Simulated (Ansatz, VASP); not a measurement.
# Si27C26O (O_C): VASP beside Ansatz, part 2 of 2

Aim: how closely do two programs agree when they are given the same cell, functional and k mesh? Of the first pair: The structure shown is the start of the Ansatz relaxation below; VASP solves that cell, so the two are compared at the walk's first step.

VASP 6.6.1 and Ansatz 0.2.0.

So far. Step 3 (VASP: single point, r2SCAN, start cell, pair 1): The run ends at a pressure of 3.31 GPa, with forces up to 3.5 eV/Å.

## Step 4: Differences

Known differences besides the potentials themselves: VASP starts from the moments at which Ansatz ended; VASP keeps PBE cores, Ansatz makes them for the functional; fixed occupations in Ansatz, narrow Gaussian smearing in VASP; the cutoff is 500 eV in Ansatz and 580 eV in VASP (PREC = Accurate, projectors in real space). Total energies have different zeros and are not compared.

Forces on 8 of the 54 atoms, those with the largest forces and the largest differences (eV/Å; atoms numbered as in POSCAR):

| atom | Ansatz x, y, z | VASP x, y, z |
| --- | --- | --- |
| Si4 | 1.744, -0.127, 0.588 | 1.765, 0.002, 0.563 |
| Si14 | -2.286, -1.819, -1.947 | -2.243, -1.822, -2.044 |
| Si15 | 1.263, 1.184, -1.212 | 1.191, 1.224, -1.350 |
| Si17 | 1.852, -0.300, 1.354 | 1.818, -0.373, 1.400 |
| Si20 | 0.476, -1.814, 0.371 | 0.434, -1.800, 0.383 |
| Si23 | -2.191, 1.229, 0.520 | -2.236, 1.304, 0.648 |
| Si25 | 1.525, 1.167, -0.898 | 1.525, 1.090, -0.874 |
| C39 | 0.933, -0.905, -1.466 | 0.912, -0.901, -1.461 |

The forces differ by 43 meV/Å r.m.s., which is 5.1 % of the r.m.s. force of 0.849 eV/Å (both taken over all components). Moments aren't recorded for both runs of this pair, so they may hold unlike magnetic states. The cell carries a charge of -1 e against a uniform background, so its pressure also hangs on how the neutralising background is counted, and in a defect's cell a gap may be the spacing between its levels.

## Step 5: Ansatz: relaxation, r2SCAN

This run makes the geometry at which the two programs are then compared.

The structure compared here is the end of the Ansatz relaxation.

File input.yaml:

```yaml
crystal:
  lattice:
    - [0.0, 6.53488873, 6.53488873]
    - [6.53488873, 0.0, 6.53488873]
    - [6.53488873, 6.53488873, 0.0]
  atoms:
    - { symbol: Si, position: [0.0, 0.0, 0.0] }
    - { symbol: C, position: [0.08333333, 0.08333333, 0.08333333] }
    - { symbol: Si, position: [0.0, 0.0, 0.33333333] }
    - { symbol: C, position: [0.08333333, 0.08333333, 0.41666667] }
    - { symbol: Si, position: [0.0, 0.0, 0.66666667] }
    - { symbol: C, position: [0.08333333, 0.08333333, 0.75] }
    - { symbol: Si, position: [0.0, 0.33333333, 0.0] }
    - { symbol: C, position: [0.08333333, 0.41666667, 0.08333333] }
    - { symbol: Si, position: [0.0, 0.33333333, 0.33333333] }
    - { symbol: C, position: [0.08333333, 0.41666667, 0.41666667] }
    - { symbol: Si, position: [0.0, 0.33333333, 0.66666667] }
    - { symbol: C, position: [0.08333333, 0.41666667, 0.75] }
    - { symbol: Si, position: [0.0, 0.66666667, 0.0] }
    - { symbol: C, position: [0.08333333, 0.75, 0.08333333] }
    - { symbol: Si, position: [0.0, 0.66666667, 0.33333333] }
    - { symbol: C, position: [0.08333333, 0.75, 0.41666667] }
    - { symbol: Si, position: [0.0, 0.66666667, 0.66666667] }
    - { symbol: C, position: [0.08333333, 0.75, 0.75] }
    - { symbol: Si, position: [0.33333333, 0.0, 0.0] }
    - { symbol: C, position: [0.41666667, 0.08333333, 0.08333333] }
    - { symbol: Si, position: [0.33333333, 0.0, 0.33333333] }
    - { symbol: C, position: [0.41666667, 0.08333333, 0.41666667] }
    - { symbol: Si, position: [0.33333333, 0.0, 0.66666667] }
    - { symbol: C, position: [0.41666667, 0.08333333, 0.75] }
    - { symbol: Si, position: [0.33333333, 0.33333333, 0.0] }
    - { symbol: C, position: [0.41666667, 0.41666667, 0.08333333] }
    - { symbol: Si, position: [0.33333333, 0.33333333, 0.33333333] }
    - { symbol: O, position: [0.41666667, 0.41666667, 0.41666667] }
    - { symbol: Si, position: [0.33333333, 0.33333333, 0.66666667] }
    - { symbol: C, position: [0.41666667, 0.41666667, 0.75] }
    - { symbol: Si, position: [0.33333333, 0.66666667, 0.0] }
    - { symbol: C, position: [0.41666667, 0.75, 0.08333333] }
    - { symbol: Si, position: [0.33333333, 0.66666667, 0.33333333] }
    - { symbol: C, position: [0.41666667, 0.75, 0.41666667] }
    - { symbol: Si, position: [0.33333333, 0.66666667, 0.66666667] }
    - { symbol: C, position: [0.41666667, 0.75, 0.75] }
    - { symbol: Si, position: [0.66666667, 0.0, 0.0] }
    - { symbol: C, position: [0.75, 0.08333333, 0.08333333] }
    - { symbol: Si, position: [0.66666667, 0.0, 0.33333333] }
    - { symbol: C, position: [0.75, 0.08333333, 0.41666667] }
    - { symbol: Si, position: [0.66666667, 0.0, 0.66666667] }
    - { symbol: C, position: [0.75, 0.08333333, 0.75] }
    - { symbol: Si, position: [0.66666667, 0.33333333, 0.0] }
    - { symbol: C, position: [0.75, 0.41666667, 0.08333333] }
    - { symbol: Si, position: [0.66666667, 0.33333333, 0.33333333] }
    - { symbol: C, position: [0.75, 0.41666667, 0.41666667] }
    - { symbol: Si, position: [0.66666667, 0.33333333, 0.66666667] }
    - { symbol: C, position: [0.75, 0.41666667, 0.75] }
    - { symbol: Si, position: [0.66666667, 0.66666667, 0.0] }
    - { symbol: C, position: [0.75, 0.75, 0.08333333] }
    - { symbol: Si, position: [0.66666667, 0.66666667, 0.33333333] }
    - { symbol: C, position: [0.75, 0.75, 0.41666667] }
    - { symbol: Si, position: [0.66666667, 0.66666667, 0.66666667] }
    - { symbol: C, position: [0.75, 0.75, 0.75] }
  host:
    repeats: [3, 3, 3]
    atoms:
      - { symbol: Si, position: [0.0, 0.0, 0.0] }
      - { symbol: C, position: [0.25, 0.25, 0.25] }
total_charge: -1
basis:
  ecutwfc: 500
  xc_grid: 2
hamiltonian:
  xc: r2scan
  pseudopotentials: { kind: paw, azcp: { folder: soft_1 } }
kpoints:
  mp_grid: { grid: [2, 2, 2], shift: [0.5, 0.5, 0.5] }
magnetization:
  spin_polarized: true
  initial_magnetization: 1
  spin_locking: { lock_magnetization: hard }
scf:
  occupations: { method: fixed }
  max_iter: 60
output:
  forces: true
  charged_corrections:
    epsilon: 7.06
    static_epsilon: 10.43
    defect_position: [0.416667, 0.416667, 0.416667]
relax:
  f_tol: 0.02
  max_steps: 80
  random_displacement: { amplitude: 0.05, seed: 6035 }
checkpoint:
  write: "../qm1_M1.relax.run"
  compress: false
  write_wavefunctions: true
  write_every: 100000
```

Command:

```bash
$ ansatz run input.yaml --threads 4 --pin off --max-ram 7536MiB --backend cpu --events-out ev --progress --plain --runs-dir out
```

Numbers of over 12 decimals in the logs are rounded to 6 here.

Log:

```text
[...]
Crystal: 54 atoms, lattice volume = 558.142 Å³
Basis set: ecut = 500 eV, 14163 PW (Γ), exchange–correlation on 144×144×144 points (8 copies of the dense FFT grid, shifted against one another)
Bands: 164, of which v1, the nominal top of the filled ones, is band 110 counted from 1 (109 counted from 0)
Symmetry: 1 space group operations
k-points: 4 of 8 (time reversal used)
[...]
Starting moments: Σ|m| = 1 μB on 54 of 54 sites
[...]
- { symbol: C, position: [0.075290, 0.751054, 0.420500] }
[...]
- { symbol: O, position: [0.426952, 0.382351, 0.428824] }
[...]
- { symbol: Si, position: [0.666095, 0.331957, 0.667965] }
    - { symbol: C, position: [0.749181, 0.415961, 0.751052] }
    - { symbol: Si, position: [0.665977, 0.666470, 0.000656346] }
    - { symbol: C, position: [0.748468, 0.749777, 0.084654] }
    - { symbol: Si, position: [0.665941, 0.666446, 0.334395] }
    - { symbol: C, position: [0.749640, 0.748606, 0.417754] }
    - { symbol: Si, position: [0.665628, 0.666326, 0.667490] }
    - { symbol: C, position: [0.749513, 0.748551, 0.751381] }
```

## Step 6: VASP: single point, r2SCAN, relaxed cell, pair 2

The same cell, functional and mesh now go to VASP, with its own data sets.

File INCAR:

```
SYSTEM = Si27C26O
PREC = Accurate
ENCUT = 580
EDIFF = 1E-06
NELM = 200
ISMEAR = 0
SIGMA = 0.01
LREAL = Auto
ALGO = Normal
METAGGA = R2SCAN
LASPH = .TRUE.
NELECT = 219
NBANDS = 147
ISPIN = 2
MAGMOM = 0 0.01 0 0 0 0 0 0 0 0.01 0.01 0 0 0 0 0 0.04 0 0 0 0 0 0 0 0 0 0 0.01 0.01 0 0 0 0 0 0.01 0 0.01 0.01 0.01 0 0 0.01 0.01 0 0 0.01 0 0 0 0 0 0 0 0.02
LORBIT = 11
LWAVE = .FALSE.
LCHARG = .FALSE.
ISIF = 2
ISYM = 0
NUPDOWN = 1
GGA_COMPAT = .FALSE.
LMIXTAU = .TRUE.
```

File POSCAR:

```
Si27C26O
1.0
    0.0000000000      6.5348887300      6.5348887300
    6.5348887300      0.0000000000      6.5348887300
    6.5348887300      6.5348887300      0.0000000000
Si C O
27 26 1
Direct
    0.9986333694      0.0001629477      0.0004948573
    0.0021649256      0.0010956167      0.3320908686
    0.9988093735      0.0000583087      0.6679164214
    0.9991968732      0.3330077696      0.0010573275
    0.9992997059      0.3330185289      0.3339540887
    0.9990350684      0.3319356961      0.6680438759
    0.9987164899      0.6672339922      0.0005809699
    0.9987299320      0.6664357647      0.3342088388
    0.9987901652      0.6664672142      0.6678442788
    0.3302201017      0.0010924106      0.0040478802
    0.3301562045      0.0012645917      0.3320236241
    0.3328768865      0.9984434432      0.6679933532
    0.3320914358      0.3330248376      0.0011592548
    0.3311666127      0.3262431411      0.3330274500
    0.3311621267      0.3263545047      0.6761183948
    0.3323445640      0.6664356727      0.0005986962
    0.3098269882      0.7343966139      0.3117008499
    0.3325292811      0.6664445145      0.6678084665
    0.6660520393      0.0000578534      0.0006736321
    0.6661255990      0.9984425449      0.3347400782
    0.6660745592      0.9985674057      0.6679453161
    0.6661777203      0.3319347278      0.0009026375
    0.6742526108      0.3263581700      0.3330252786
    0.6660946008      0.3319570240      0.6679649819
    0.6659767824      0.6664703620      0.0006563461
    0.6659405080      0.6664464934      0.3343953991
    0.6656281740      0.6663255382      0.6674897232
    0.0805629713      0.0851573230      0.0824392050
    0.0804946245      0.0852485204      0.4193577410
    0.0828108495      0.0826368370      0.7510278442
    0.0821592211      0.4170974590      0.0840206985
    0.0844524146      0.4167215424      0.4181153896
    0.0846709767      0.4166095742      0.7478565872
    0.0826519573      0.7497533705      0.0845151995
    0.0752902195      0.7510541002      0.4205004895
    0.0827868040      0.7497837892      0.7503328340
    0.4174887427      0.0852532992      0.0823636224
    0.4161611772      0.0823431005      0.4180263454
    0.4160998058      0.0823270469      0.7510929700
    0.4162481887      0.4167171887      0.0863233066
    0.4162452343      0.4165695892      0.7478646328
    0.4186311530      0.7510523707      0.0771683609
    0.4187053223      0.7512862600      0.4205757604
    0.4158872294      0.7486070076      0.7515092447
    0.7491616153      0.0826329137      0.0846765195
    0.7492058580      0.0823394220      0.4179722399
    0.7491858596      0.0825018460      0.7510515889
    0.7459951037      0.4166096927      0.0865337528
    0.7460009910      0.4165697336      0.4181165396
    0.7491813244      0.4159612180      0.7510521468
    0.7484675156      0.7497768882      0.0846544759
    0.7496401496      0.7486055322      0.4177538519
    0.7495125592      0.7485508381      0.7513812853
    0.4269523624      0.3823514537      0.4288240397
```

File KPOINTS:

```
Points of the shifted mesh
8
Reciprocal
 0.2500000000  0.2500000000  0.2500000000 1
 0.2500000000  0.2500000000  0.7500000000 1
 0.2500000000  0.7500000000  0.2500000000 1
 0.2500000000  0.7500000000  0.7500000000 1
 0.7500000000  0.2500000000  0.2500000000 1
 0.7500000000  0.2500000000  0.7500000000 1
 0.7500000000  0.7500000000  0.2500000000 1
 0.7500000000  0.7500000000  0.7500000000 1
```

PAW data sets: Si, C and O (PBE family, release 64).

Command:

```bash
$ export OMP_NUM_THREADS=3
$ mpirun -np 1 vasp_std
```

Log:

```text
[banner, memory and clock lines left out]
running    1 mpi-ranks, on    1 nodes
[...]
Offloading initialized ...    1 GPUs detected
[...]
[... a notice as in an earlier step ...]

 LDA part: xc-table for (None), standard interpolation
 POSCAR, INCAR and KPOINTS ok, starting setup
[...]
entering main loop
       N       E                     dE             d eps       ncg     rms          rms(c)
DAV:   1     0.652128615769E+03    0.65213E+03   -0.11097E+05  4704   0.152E+03
DAV:   2    -0.506909736640E+03   -0.11590E+04   -0.11020E+04  5736   0.258E+02
DAV:   3    -0.588988328967E+03   -0.82079E+02   -0.81165E+02  5672   0.644E+01
DAV:   4    -0.590860596653E+03   -0.18723E+01   -0.18627E+01  5752   0.105E+01
DAV:   5    -0.590904706470E+03   -0.44110E-01   -0.44049E-01  5720   0.158E+00BRMIX: very serious problems
 the old and the new charge density differ
 old charge density:   218.00000 new  219.00000
    0.477E+01
DAV:   6    -0.506441711724E+03    0.84463E+02   -0.12570E+02  5464   0.219E+01    0.266E+01
DAV:   7    -0.507209231514E+03   -0.76752E+00   -0.18002E+01  5968   0.885E+00    0.119E+01
DAV:   8    -0.507487218994E+03   -0.27799E+00   -0.84628E-01  5408   0.239E+00    0.257E+00
DAV:   9    -0.507503572335E+03   -0.16353E-01   -0.12199E-01  5432   0.956E-01    0.729E-01
[...]
DAV:  15    -0.507505275997E+03    0.67355E-05   -0.10526E-04  5416   0.291E-02    0.851E-03
DAV:  16    -0.507505277204E+03   -0.12066E-05   -0.16996E-05  5064   0.977E-03    0.629E-03
DAV:  17    -0.507505276579E+03    0.62435E-06   -0.20440E-06  3744   0.428E-03
   1 F= -.50750528E+03 E0= -.50750528E+03  d E =-.367650E-18  mag=     1.0000
```

OUTCAR, selected parts (step 6):

```text
  FREE ENERGIE OF THE ION-ELECTRON SYSTEM (eV)
  ---------------------------------------------------
  free  energy   TOTEN  =      -507.5052765795 eV

  energy  without entropy=     -507.5052765795  energy(sigma->0) =     -507.50527658

 magnetization (x)
# of ion       s       p       d       tot
------------------------------------------
    1        0.001   0.003   0.000   0.004
    2        0.001   0.002   0.000   0.003
    3        0.001   0.003   0.000   0.003
    4        0.002   0.003   0.000   0.006
    5        0.001   0.004   0.000   0.005
    6        0.001   0.004   0.000   0.005
    7        0.001   0.001   0.000   0.002
    8        0.001   0.004   0.000   0.005
    9        0.000   0.002   0.000   0.002
   10        0.001   0.002   0.000   0.003
   11        0.003   0.005   0.000   0.009
   12        0.000   0.002   0.000   0.003
   13        0.001   0.004   0.000   0.005
[...]
--------------------------------------------------
tot          0.081   0.222   0.000   0.303
```

The run ends at a pressure of 3.25 GPa, with forces up to 0.050 eV/Å.

## Step 7: Differences

What differs besides the data sets and the points named for the pairs above, as far as they apply: site moments are counted in spheres of each program's own size. Total energies have different zeros and are not compared.

The two programs side by side:

```csv
quantity,Ansatz,VASP,difference
"total moment, fixed by the input (μB)",1.00,1.00,0.00
moment on Si17 (μB),0.04,0.09,-0.05
```

At this near-relaxed geometry the largest component of a force difference is 24 meV/Å. The cell carries a charge of -1 e against a uniform background, so its pressure also hangs on how the neutralising background is counted, and in a defect's cell a gap may be the spacing between its levels.

## Step 8: Summary of results

| Item | Value |
| --- | --- |
| r.m.s. force difference (single point, r2SCAN, start cell, pair 1) | 5.1 % of the r.m.s. force |
| difference in moment on Si17 (single point, r2SCAN, relaxed cell, pair 2) | -0.046 μB |

The r.m.s. force difference is 5.1 % of the r.m.s. force (single point, r2SCAN, start cell, pair 1), beyond the 3 % picked in this series as the mark of a large difference. What causes the difference of the single point, r2SCAN, start cell, pair 1 pair stays open here. Such differences can come from data sets, numerical settings and the points named under the comparisons, not from the functional's error against experiment.

[Lines on the potential files, build, host, timing and source positions are cut from VASP's logs without a mark.]

[Logs are printed without paths, hosts, clocks, repeated set-up lines and the standing remarks that a program may print on its own settings, such as how far it seeks lower states.]

[Hosts, paths, dates, database ids (printed as entryN), source tags and the programs' standing remarks are cut or masked in the printed files.]
